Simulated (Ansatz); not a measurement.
## Strain response of MoS$_{2}$

The calculation used Ansatz 0.2.0, DFT PBEsol, scalar-relativistic, plane waves, PAW. Run with 420 eV cutoff, 12×12×2 k-mesh, Gaussian smearing of 0.02 eV, no spin polarisation.

Starting point, cell and atoms relaxed:

```yaml
crystal:
  lattice:
    - [3.14139, 0.00000, 0.00000]
    - [-1.57069, 2.72052, 0.00000]
    - [0.00000, 0.00000, 12.58509]
  atoms:
    - { symbol: Mo, position: [0.66667, 0.33333, 0.25000] }
    - { symbol: Mo, position: [0.33333, 0.66667, 0.75000] }
    - { symbol: S, position: [0.66667, 0.33333, 0.62612] }
    - { symbol: S, position: [0.33333, 0.66667, 0.37388] }
    - { symbol: S, position: [0.66667, 0.33333, 0.87388] }
    - { symbol: S, position: [0.33333, 0.66667, 0.12612] }
```

Deformation: c alone is stretched, the rest of the cell is held and the atoms relax, all within the symmetry that the strain leaves. Energies are extrapolated to zero smearing. Stress is positive in compression, on the Cartesian axes of the cell above. Gaps are Kohn–Sham gaps over the whole zone.

Strains computed: -6.0, -4.0, -2.0, +2.0, +4.0, +6.0 %.

Problem. At which strain does the energy stand 0.6 meV/atom over the relaxed crystal with σxx = 0.12, σyy = 0.12, σzz = 0.57 GPa?

Solution. -2.0 %. The gap there is 0.85 eV against 0.97 unstrained.